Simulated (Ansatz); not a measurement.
Te2Mo:

```
Te Mo
1.0
     6.34645    0.00000    0.00000
     0.00000    3.49422    0.00000
    -0.54903    0.00000   14.85616
Te Mo
8 4
Direct
  0.06309 0.50000 0.40139
  0.93626 0.00000 0.59892
  0.56720 0.00000 0.36206
  0.43254 0.50000 0.63827
  0.09105 0.00000 0.13792
  0.90945 0.50000 0.86175
  0.58109 0.50000 0.09855
  0.41935 0.00000 0.90115
  0.31969 0.00000 0.50683
  0.67978 0.50000 0.49352
  0.18149 0.50000 0.00653
  0.81900 0.00000 0.99309
```

The cell is a database's computed one.

* Program: Ansatz 0.2.0
* Task: relaxation of cell and atoms
* Functional: BLYP
* Dispersion: D4
* Potentials or basis: Ansatz PAW
* Cutoff: 420 eV (not typed: the program's choice for these potentials)
* k mesh: 4 × 8 × 2
* Occupations: fermi-dirac, width 0.05 eV
* Spin: no spin polarisation

At the start: volume 27.45 Å³/atom.

How do energy, volume and symmetry change on relaxing?

It ends after 8 steps and the volume is 25.22 Å³/atom (-8.1 %); space group P2_1/m (No. 11, to 0.05 Å).

The path:
| step | energy change (eV) | largest force (eV/Å) | volume (Å³) |
| --- | --- | --- | --- |
| 1 | 0.0000 | 0.6159 | 329.45 |
| 2 | -0.1471 | 0.7686 | 310.79 |
| 3 | -0.3559 | 0.1975 | 308.49 |
| 4 | -0.3953 | 0.1331 | 304.22 |
| 5 | -0.4363 | 0.0756 | 302.37 |
| 6 | -0.4383 | 0.0160 | 302.75 |
| 7 | -0.4387 | 0.0034 | 302.64 |
| 8 | -0.4351 | 0.0035 | 302.64 |

Final structure:
```
Te Mo
1.0
     6.37509    0.00000   -0.04868
     0.00000    3.55139    0.00000
    -0.66546    0.00000   13.37224
Te Mo
8 4
Direct
  0.05976 0.50000 0.39244
  0.94013 0.00000 0.60755
  0.56416 0.00000 0.34626
  0.43574 0.50000 0.65374
  0.09565 0.00000 0.15419
  0.90445 0.50000 0.84581
  0.58763 0.50000 0.10719
  0.41247 0.00000 0.89281
  0.32000 0.00000 0.50659
  0.67990 0.50000 0.49341
  0.18205 0.50000 0.00774
  0.81806 0.00000 0.99226
```

Caveat: the plane-wave basis is chosen anew once the cell has moved, so the energies of steps on either side of that aren't comparable; the PAW data sets come from PBE, with cores solved anew for the run's functional, which leaves a small shift of forces and pressure.
